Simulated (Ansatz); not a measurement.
**Si₂Mo: generalised stacking fault**

Theory: DFT PBEsol, scalar-relativistic, plane waves, PAW (Ansatz 0.2.0). Settings: plane waves to 420 eV, k-mesh 15×15×3 (Γ-centred), Gaussian smearing 0.15 eV. No spin polarisation. Energies are free energies at this smearing, counted from the undisturbed cell; pressure is positive in compression.

The starting cell (relaxed at this level):

```
Si Mo
1.0
    -3.19007    0.00000    0.00000
     0.00000   -3.19007    0.00000
     0.00000    0.00000   15.64277
Si Mo
8 4
Direct
  0.00000 0.00000 0.04253
  0.50000 0.50000 0.79253
  0.00000 0.00000 0.54253
  0.50000 0.50000 0.29253
  0.00000 0.00000 0.20747
  0.50000 0.50000 0.95747
  0.00000 0.00000 0.70747
  0.50000 0.50000 0.45747
  0.50000 0.50000 0.62500
  0.00000 0.00000 0.37500
  0.50000 0.50000 0.12500
  0.00000 0.00000 0.87500
```

The cut lies on the cell's a–b face, a (0 0 1) plane (indices in the standard cell, whose axes needn't be the Cartesian ones shown) of area 10.18 Å², between layers 1.33 Å apart. Vector c is tilted by f times 1·a + 0·b (length 3.190 Å) with the atoms' Cartesian places fixed: one unrelaxed fault a cell. The cell is metallic on the mesh throughout.

```csv
f,γ (mJ/m²)
0.0000,0
0.1000,428
0.2000,1615
0.3000,3231
0.4000,4692
0.5000,5306
```

**Question.** Predict the shear traction, the slope of γ along the slip (GPa) at each point.

**Answer.**
| f | shear traction, the slope of γ along the slip (GPa) |
| --- | --- |
| 0.0000 | 0.0 |
| 0.1000 | 26.4 |
| 0.2000 | 46.3 |
| 0.3000 | 52.0 |
| 0.4000 | 35.7 |
| 0.5000 | 0.0 |

Cost: 6 runs of about 11 core-minutes in all, on Intel Xeon Processor @ 2.70GHz (shared hosts).